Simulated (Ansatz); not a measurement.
# Cu2O (Pn-3m): how the settings move a single-point run

Question: which choices in the input matter for Cu2O (Pn-3m)?

The COD entry's cell or inner coordinates are ideal or old and differ from later refinements, so a difference from it is no clean test against experiment.

Computed with Ansatz 0.2.0 (reference: DFT r2SCAN, scalar-relativistic, plane waves, PAW, unless a step's input says otherwise).

1 further run of the same task is left out (it didn't finish). Runs told in other sessions of the task aren't counted.

### Step 1. The structure to begin with

Symmetry: Pn-3m, No. 224, cubic system. Conventional cell: a = 4.246 Å, b = 4.246 Å, c = 4.246 Å, α = 90.00°, β = 90.00°, γ = 90.00°. Around Cu (site symmetry -3m) lie 2 O at 1.84 Å. O (site symmetry -43m) has 4 Cu at 1.84 Å in its first shell of neighbours.

As a file:

```
Cu O
1.0
     4.24569    0.00000    0.00000
     0.00000    4.24569    0.00000
     0.00000    0.00000    4.24569
Cu O
4 2
Direct
  0.25000 0.25000 0.25000
  0.25000 0.75000 0.75000
  0.75000 0.75000 0.25000
  0.75000 0.25000 0.75000
  0.00000 0.00000 0.00000
  0.50000 0.50000 0.50000
```

### Step 2. Reference

input.yaml

```yaml
crystal:
  lattice:
    - [4.2456863427, 0.0, 0.0]
    - [0.0, 4.2456863427, 0.0]
    - [0.0, 0.0, 4.2456863427]
  atoms:
    - { symbol: Cu, position: [0.25, 0.25, 0.25] }
    - { symbol: Cu, position: [0.25, 0.75, 0.75] }
    - { symbol: Cu, position: [0.75, 0.75, 0.25] }
    - { symbol: Cu, position: [0.75, 0.25, 0.75] }
    - { symbol: O, position: [0.0, 0.0, 0.0] }
    - { symbol: O, position: [0.5, 0.5, 0.5] }
basis:
  ecutwfc: 500
  ecutrho_ratio: 4
kpoints:
  mp_grid: { grid: [8, 8, 8] }
hamiltonian:
  xc: r2scan
scf:
  occupations: { method: gaussian, width: 0.05 }
output:
  forces: true
  stress: true
  eigenvalues: true
```

Started as:

```
$ ansatz run input.yaml --threads 4 --pin off --max-ram 7168MiB --backend cpu --events-out ev --progress --plain --runs-dir out
```

From the output:

```text
[...]
Basis set: ecut = 500 eV, 1935 PW (Γ), exchange–correlation on 128×128×128 points (64 copies of the dense FFT grid, shifted against one another)
[...]
k-points: 35 of 512
[...]
SCF iter   1: F=—  HF=-27659.901015 eV  |F-HF|=—  |Δ(HF+E_count)|=         —  Δρ=3.50e-2  dr2=5.54e-1  dr2_τ=1.18e-1  ethr=1.77e-3  ⟨swp⟩=6.1  Hψ=6778  notcnv=0  defer=3
preconditioner: auto → Resta (q_TF=auto, 2.793 Å⁻¹)  ε∞=9.6  [insulator: Δε(μ)=0.778 eV  Ē_g=10.847 eV  σ=0.050 eV  W_gap=1.00  n_scr=26 (ndim 8)  ℏωp=31.8 eV  f_vac=0.022  D(μ)=0.00/eV (n_scr^D=0)  ε∞_Penn≈9.6]
SCF iter   2: F=—  HF=-27659.898683 eV  |F-HF|=—  |Δ(HF+E_count)|=   2.33e-3  Δρ=1.79e-2  dr2=1.19e-1  dr2_τ=5.95e-3  ethr=6.30e-4  ⟨swp⟩=2.6  Hψ=3086  notcnv=0  defer=103
[...]
SCF iter   7: F=—  HF=-27659.841870 eV  |F-HF|=—  |Δ(HF+E_count)|=   3.43e-6  Δρ=4.20e-5  dr2=1.15e-6  dr2_τ=4.17e-8  ethr=1.56e-8  ⟨swp⟩=2.0  Hψ=2525  notcnv=0  defer=41
SCF iter   8: F=-27659.841870 eV  HF=-27659.841870 eV  |F-HF|=3.21e-8  |Δ(HF+E_count)|=   1.48e-7  Δρ=8.46e-6  dr2=6.79e-8  dr2_τ=2.99e-9  ethr=1.14e-10  ⟨swp⟩=7.0  Hψ=7290  notcnv=0
[...]
SCF converged after 8 iterations
Free energy (F): -27659.841870 eV
[...]
E sigma→0 (E₀):  -27659.841870 eV
Fermi energy:    11.378069 eV
[...]
  P = ⅓ Tr σ = 0.0035 GPa (0.035 kbar)
[...]
```

Wall time 2.2 s (4 threads of Intel Xeon 6975P-C (Granite Rapids), shared host); peak memory 0.66 GiB.

### Step 3. Changed: xc rpbe, hubbard.sites [{species: Cu, l: d, u_eff: 1.0}], hubbard.double_counting fll

input.yaml, as its differences from that of step 2:

```diff
@@ -18,3 +18,4 @@
 hamiltonian:
-  xc: r2scan
+  xc: rpbe
+  hubbard: { sites: [{ species: Cu, l: d, u_eff: 1.0 }], double_counting: fll }
 scf:
@@ -24,2 +25 @@
   stress: true
-  eigenvalues: true
```

Started as:

```
$ ansatz run input.yaml --threads 4 --pin off --max-ram 7168MiB --backend cpu --events-out ev --progress --plain --runs-dir out
```

The program printed, shortened:

```text
Warning: RAYON_NUM_THREADS=4 ignored (pool sized by the plan → 4); use --threads N
Cu: projections on atomic orbitals take those of the free atom [Ne] 3s2 3p6 3d10 4s1, of charge +0.00 (hamiltonian.pseudopotentials.projection_atoms); the dataset's partial waves leave at most 2.0e-6 of an orbital's norm unspanned inside its sphere
O: projections on atomic orbitals take those of the free atom [He] 2s2 2p4, of charge +0.00 (hamiltonian.pseudopotentials.projection_atoms); the dataset's partial waves leave at most 1.9e-8 of an orbital's norm unspanned inside its sphere
[...]
Pseudopotentials: kind: paw
Pseudopotential: Cu, paw, valence charge 19, recommended cutoff 420 eV (normal), Cu.paw.azcp
Pseudopotential: O, paw, valence charge 6, recommended cutoff 420 eV (normal), O.paw.azcp
Functional definition: RPBE
[...]
Crystal: 6 atoms, lattice volume = 76.532 Å³
Basis set: ecut = 500 eV, 1935 PW (Γ), exchange–correlation on 64×64×64 points (8 copies of the dense FFT grid, shifted against one another)
Bands: 50, of which v1, the nominal top of the filled ones, is band 44 counted from 1 (43 counted from 0)
Symmetry: 48 space group operations
Space group: Pn-3m (ITA 224), of the structure as read, at distance tolerance 4.2e-5 Å
k-points: 35 of 512
[...]
SCF iter   1: F=—  HF=-27656.521686 eV  |F-HF|=—  |Δ(HF+E_count)|=         —  Δρ=5.89e-2  dr2=1.34e0  ethr=1.51e-3  ⟨swp⟩=1.0  Hψ=7655  notcnv=0
[...]
SCF iter  10: F=-27656.656029 eV  HF=-27656.656029 eV  |F-HF|=2.83e-9  |Δ(HF+E_count)|=   1.24e-7  Δρ=4.19e-6  dr2=1.32e-8  ethr=1.14e-10  ⟨swp⟩=3.4  Hψ=5294  notcnv=0
[...]
SCF converged after 10 iterations
Free energy (F): -27656.656029 eV
[...]
E sigma→0 (E₀):  -27656.656029 eV
Fermi energy:    11.486986 eV
[...]
--- Forces (eV/Å), atoms counted from 1 ---
  atom   1  Cu     0.00000000    -0.00000000     0.00000000
  atom   2  Cu     0.00000000    -0.00000000     0.00000000
  atom   3  Cu     0.00000000     0.00000000    -0.00000000
  atom   4  Cu     0.00000000    -0.00000000     0.00000000
  atom   5  O      0.00000000     0.00000000     0.00000000
  atom   6  O      0.00000000     0.00000000    -0.00000000
[...]
--- Stress (GPa, compression-positive) ---
        9.497309       0.000000       0.000000
        0.000000       9.497309       0.000000
        0.000000       0.000000       9.497309
  P = ⅓ Tr σ = 9.4973 GPa (94.973 kbar)
Occupation matrices written to <dir>
```

Wall time 2 s (4 threads of Intel Xeon 6975P-C (Granite Rapids), shared host); peak memory 0.61 GiB.

After a change of functional the difference of the totals has no physical meaning; the pressure goes from 0.0 to 9.5 GPa and the gap on the mesh goes from 0.79 to 0.63 eV. The Hubbard U and double counting of the Hubbard term changed too.

### Step 4. Changing settings: pseudopotentials.kind nc, pseudopotentials.accuracy standard, accuracy high

input.yaml, as its differences from that of step 2:

```diff
@@ -19,2 +19,3 @@
   xc: r2scan
+  pseudopotentials: { kind: nc, accuracy: standard }
 scf:
@@ -24,2 +25,2 @@
   stress: true
-  eigenvalues: true
+accuracy: high
```

Started as:

```
$ ansatz run input.yaml --threads 4 --pin off --max-ram 7168MiB --backend cpu --events-out ev --progress --plain --runs-dir out
```

The program printed, shortened:

```text
Warning: basis.ecutwfc = 500 eV is below the records' recommended 1251.723767 eV, and the density's cutoff is lower with it unless basis.ecutrho_ratio is high enough to keep the records' density cutoff: compare with a run at a higher cutoff
Warning: basis.ecutrho_ratio = 4 (ecutrho = 2000 eV) is below the records' recommended 5006.895069 eV
Warning: hamiltonian.xc reads the kinetic-energy density τ on the library's norm-conserving files, and those of Cu, O were made for PBE. This build holds files of Cu, O that were made for r²SCAN, which a deck under this functional can read where it names no table [...]
Warning: RAYON_NUM_THREADS=4 ignored (pool sized by the plan → 4); use --threads N
[...]
Pseudopotentials: kind: nc
Pseudopotential: Cu, nc, valence charge 19, recommended cutoff 1251.723767 eV (normal), Cu.nc.azcp (PseudoDojo's, or run here from an input of PseudoDojo's; its table is named by hamiltonian.pseudopotentials.accuracy)
Pseudopotential: O, nc, valence charge 6, recommended cutoff 1142.878222 eV (normal), O.nc.azcp (PseudoDojo's, or run here from an input of PseudoDojo's; its table is named by hamiltonian.pseudopotentials.accuracy)
Functional definition: r2SCAN
[...]
Bands: 50, of which v1, the nominal top of the filled ones, is band 44 counted from 1 (43 counted from 0)
Symmetry: 48 space group operations
Space group: Pn-3m (ITA 224), of the structure as read, at distance tolerance 4.2e-5 Å
k-points: 35 of 512
[...]
SCF iter   1: F=—  HF=-21328.270894 eV  |F-HF|=—  |Δ(HF+E_count)|=         —  Δρ=8.37e-1  dr2=2.38e2  dr2_τ=3.42e3  ethr=3.10e-3  ⟨swp⟩=6.3  Hψ=6753  notcnv=0
[...]
SCF iter  11: F=-21257.852353 eV  HF=-21257.852353 eV  |F-HF|=1.09e-11  |Δ(HF+E_count)|=  1.09e-10  Δρ=2.56e-7  dr2=2.89e-11  dr2_τ=2.15e-11  ethr=1.00e-12  ⟨swp⟩=4.1  Hψ=7904  notcnv=0
[...]
SCF converged after 11 iterations
Free energy (F): -21257.852353 eV
[...]
E sigma→0 (E₀):  -21257.852353 eV
Fermi energy:    11.741826 eV
[...]
--- Forces (eV/Å), atoms counted from 1 ---
  atom   1  Cu     0.00000000     0.00000000     0.00000000
  atom   2  Cu     0.00000000    -0.00000000    -0.00000000
  atom   3  Cu     0.00000000    -0.00000000     0.00000000
  atom   4  Cu     0.00000000    -0.00000000     0.00000000
  atom   5  O      0.00000000    -0.00000000     0.00000000
  atom   6  O     -0.00000000     0.00000000    -0.00000000
[...]
--- Stress (GPa, compression-positive) ---
       -0.985788       0.000000       0.000000
       -0.000000      -0.985788       0.000000
        0.000000       0.000000      -0.985788
  P = ⅓ Tr σ = -0.9858 GPa (-9.858 kbar)
```

Run time: 2.4 s. Hardware: 4 threads of Intel Xeon 6975P-C (Granite Rapids), shared host; peak memory 0.7 GiB.

Total energies don't compare across a change of potentials; the pressure goes from 0.0 to -1.0 GPa and the gap on the mesh goes from 0.79 to 0.46 eV. The accuracy level changed too. The cutoff is far under what these potentials recommend, so these values carry a basis error that can be large.

### Step 5. Changing settings: hubbard.sites [{species: Cu, l: d, u_eff: 6.0}], hubbard.double_counting fll, dr2_threshold 1.0e-06, n_extra_bands 1

input.yaml, as its differences from that of step 2:

```diff
@@ -19,4 +19,7 @@
   xc: r2scan
+  hubbard: { sites: [{ species: Cu, l: d, u_eff: 6.0 }], double_counting: fll }
 scf:
   occupations: { method: gaussian, width: 0.05 }
+  convergence: { dr2_threshold: 1.0e-06 }
+  n_extra_bands: 1
 output:
@@ -24,2 +27 @@
   stress: true
-  eigenvalues: true
```

Started as:

```
$ ansatz run input.yaml --threads 4 --pin off --max-ram 7168MiB --backend cpu --events-out ev --progress --plain --runs-dir out
```

The program printed, shortened:

```text
Warning: scf.convergence.dr2_threshold = 1e-6 eV is looser than this run's default, which is 1e-7 eV or tighter. The error in the forces grows as the threshold's square root, so leave the key out unless less accurate forces are enough
Warning: output.stress: scf.convergence.dr2_threshold = 1e-6 eV is looser than the 6e-10 eV advised for a printed stress (1e-10 eV for each atom of the cell: 6). What an SCF threshold leaves in a stress goes as its square root, and in the free energy as the threshold itself, and one [...]
Warning: RAYON_NUM_THREADS=4 ignored (pool sized by the plan → 4); use --threads N
Cu: projections on atomic orbitals take those of the free atom [Ne] 3s2 3p6 3d10 4s1, of charge +0.00 (hamiltonian.pseudopotentials.projection_atoms); the dataset's partial waves leave at most 2.0e-6 of an orbital's norm unspanned inside its sphere
O: projections on atomic orbitals take those of the free atom [He] 2s2 2p4, of charge +0.00 (hamiltonian.pseudopotentials.projection_atoms); the dataset's partial waves leave at most 1.9e-8 of an orbital's norm unspanned inside its sphere
[...]
Bands: 45, of which v1, the nominal top of the filled ones, is band 44 counted from 1 (43 counted from 0)
Symmetry: 48 space group operations
Space group: Pn-3m (ITA 224), of the structure as read, at distance tolerance 4.2e-5 Å
k-points: 35 of 512
[...]
SCF iter   1: F=—  HF=-27656.553317 eV  |F-HF|=—  |Δ(HF+E_count)|=         —  Δρ=6.72e-2  dr2=2.19e0  dr2_τ=2.54e-2  ethr=2.47e-3  ⟨swp⟩=1.0  Hψ=7154  notcnv=0
[...]
SCF iter   9: F=-27656.782532 eV  HF=-27656.782532 eV  |F-HF|=3.59e-8  |Δ(HF+E_count)|=   1.75e-6  Δρ=9.45e-6  dr2=5.71e-8  dr2_τ=2.48e-9  ethr=1.14e-9  ⟨swp⟩=4.0  Hψ=6043  notcnv=0
[...]
SCF converged after 9 iterations
Free energy (F): -27656.782532 eV
[...]
E sigma→0 (E₀):  -27656.782532 eV
Fermi energy:    10.472322 eV
[...]
--- Forces (eV/Å), atoms counted from 1 ---
  atom   1  Cu    -0.00000000    -0.00000000    -0.00000000
  atom   2  Cu     0.00000000    -0.00000000     0.00000000
  atom   3  Cu     0.00000000    -0.00000000    -0.00000000
  atom   4  Cu     0.00000000    -0.00000000     0.00000000
  atom   5  O     -0.00000000     0.00000000     0.00000000
  atom   6  O      0.00000000    -0.00000000     0.00000000
[...]
--- Stress (GPa, compression-positive) ---
        3.905385      -0.000000       0.000000
       -0.000000       3.905385       0.000000
        0.000000       0.000000       3.905385
  P = ⅓ Tr σ = 3.9054 GPa (39.054 kbar)
Occupation matrices written to <dir>
```

It took 2.6 s on 4 threads of Intel Xeon 6975P-C (Granite Rapids), shared host; peak memory 0.75 GiB.

Changing the Hubbard U, double counting of the Hubbard term, convergence setting and band count moves the energy by +509.9 meV/atom, and the pressure goes from 0.0 to 3.9 GPa and the gap on the mesh goes from 0.79 to 1.17 eV. The U term adds an energy of its own, so the shift says nothing about which run is better. Cost: 9 SCF cycles against 8.

### Step 6. Variant: mp_grid.shift [0.5, 0.5, 0.5], hubbard.sites [{species: Cu, l: d, u_eff: 1.0}], hubbard.double_counting amf, scf.algorithm density_mixing

input.yaml, as its differences from that of step 2:

```diff
@@ -16,7 +16,9 @@
 kpoints:
-  mp_grid: { grid: [8, 8, 8] }
+  mp_grid: { grid: [8, 8, 8], shift: [0.5, 0.5, 0.5] }
 hamiltonian:
   xc: r2scan
+  hubbard: { sites: [{ species: Cu, l: d, u_eff: 1.0 }], double_counting: amf }
 scf:
   occupations: { method: gaussian, width: 0.05 }
+  algorithm: density_mixing
 output:
@@ -24,2 +26 @@
   stress: true
-  eigenvalues: true
```

Started as:

```
$ ansatz run input.yaml --threads 4 --pin off --max-ram 7168MiB --backend cpu --events-out ev --progress --plain --runs-dir out
```

The program printed, shortened:

```text
Warning: RAYON_NUM_THREADS=4 ignored (pool sized by the plan → 4); use --threads N
Cu: projections on atomic orbitals take those of the free atom [Ne] 3s2 3p6 3d10 4s1, of charge +0.00 (hamiltonian.pseudopotentials.projection_atoms); the dataset's partial waves leave at most 2.0e-6 of an orbital's norm unspanned inside its sphere
O: projections on atomic orbitals take those of the free atom [He] 2s2 2p4, of charge +0.00 (hamiltonian.pseudopotentials.projection_atoms); the dataset's partial waves leave at most 1.9e-8 of an orbital's norm unspanned inside its sphere
[...]
Pseudopotentials: kind: paw
Pseudopotential: Cu, paw, valence charge 19, recommended cutoff 500 eV (meta_gga), Cu.paw.azcp
Pseudopotential: O, paw, valence charge 6, recommended cutoff 500 eV (meta_gga), O.paw.azcp
Functional definition: r2SCAN
[...]
Crystal: 6 atoms, lattice volume = 76.532 Å³
[...]
SCF iter   9: F=-27659.912585 eV  HF=-27659.912585 eV  |F-HF|=4.22e-9  |Δ(HF+E_count)|=   3.76e-7  Δρ=1.09e-5  dr2=7.77e-8  dr2_τ=3.91e-9  ethr=1.14e-10  ⟨swp⟩=3.6  Hψ=4276  notcnv=0
[...]
SCF converged after 9 iterations
Free energy (F): -27659.912585 eV
[...]
E sigma→0 (E₀):  -27659.912585 eV
Fermi energy:    11.444718 eV
[...]
DFT+U double counting: amf (around mean field; hamiltonian.hubbard.double_counting)
--- Forces (eV/Å), atoms counted from 1 ---
  atom   1  Cu     0.00000000    -0.00000000     0.00000000
  atom   2  Cu     0.00000000    -0.00000000    -0.00000000
  atom   3  Cu     0.00000000    -0.00000000    -0.00000000
  atom   4  Cu     0.00000000    -0.00000000     0.00000000
  atom   5  O     -0.00000000    -0.00000000     0.00000000
  atom   6  O      0.00000000    -0.00000000     0.00000000
[...]
--- Stress (GPa, compression-positive) ---
       -0.110654       0.000000       0.000000
        0.000000      -0.110654       0.000000
        0.000000       0.000000      -0.110654
  P = ⅓ Tr σ = -0.1107 GPa (-1.107 kbar)
Occupation matrices written to <dir>
```

Wall time 1.8 s (4 threads of Intel Xeon 6975P-C (Granite Rapids), shared host); peak memory 0.67 GiB.

Changing the k-point mesh, Hubbard U, double counting of the Hubbard term and solver moves the energy by -11.8 meV/atom, and the gap on the mesh goes from 0.79 to 0.95 eV. The U term adds an energy of its own, so the shift says nothing about which run is better. A gap read on a mesh depends on which points the mesh holds, and a coarse mesh shifts the density too.

### Step 7. All runs together

```csv
run,ending,energy change,pressure (GPa),gap (eV),force (eV/Å),cycles,time
reference,converged,0,0.0,0.79,0.00,8,2.2 s
"1: xc rpbe, hubbard.sites [{species: Cu, l: d, u_eff: 1.0}], hubbard.double_counting fll",converged,not comparable,9.5,0.63,0.00,10,2 s
"2: pseudopotentials.kind nc, pseudopotentials.accuracy standard, accuracy high",converged,not comparable,-1.0,0.46,0.00,11,2.4 s
"3: hubbard.sites [{species: Cu, l: d, u_eff: 6.0}], hubbard.double_counting fll, dr2_threshold 1.0e-06, n_extra_bands 1",converged,+509.9 meV/atom (Hubbard term changed: no physical gain or loss),3.9,1.17,0.00,9,2.6 s
"4: mp_grid.shift [0.5, 0.5, 0.5], hubbard.sites [{species: Cu, l: d, u_eff: 1.0}], hubbard.double_counting amf, scf.algorithm density_mixing",converged,-11.8 meV/atom (Hubbard term changed: no physical gain or loss),-0.1,0.95,0.00,9,1.8 s
```

Residual by cycle in the longest SCF loop of each run; runs are numbered as in the table. The quantity is the density residual dr2, in eV.

```csv
cycle,reference,run 1,run 2,run 3,run 4
1,0.554,1.34,238,2.19,1.01
2,0.119,0.23,13.7,0.336,0.408
3,0.0325,0.0397,2.51,0.0617,0.0614
4,0.00129,0.0725,0.0768,0.0554,0.13
5,2.5e-4,0.00252,0.00482,0.00667,0.00689
6,1.4e-5,7.7e-4,7.4e-4,2.6e-4,6.8e-4
7,1.2e-6,5.3e-5,2.2e-5,4.6e-5,3.7e-5
8,6.8e-8,4.0e-6,2.8e-6,4.2e-6,1.4e-5
9,-,1.6e-7,1.3e-7,5.7e-8,7.8e-8
10,-,1.3e-8,2.5e-9,-,-
11,-,-,2.9e-11,-,-
```

Run 2 ran under the cutoff that the potentials recommend, as the log warns, so basis error is mixed into its values, and swamps them where the cutoff is far short. A changed U is a change of model: its shifts are not errors of convergence.
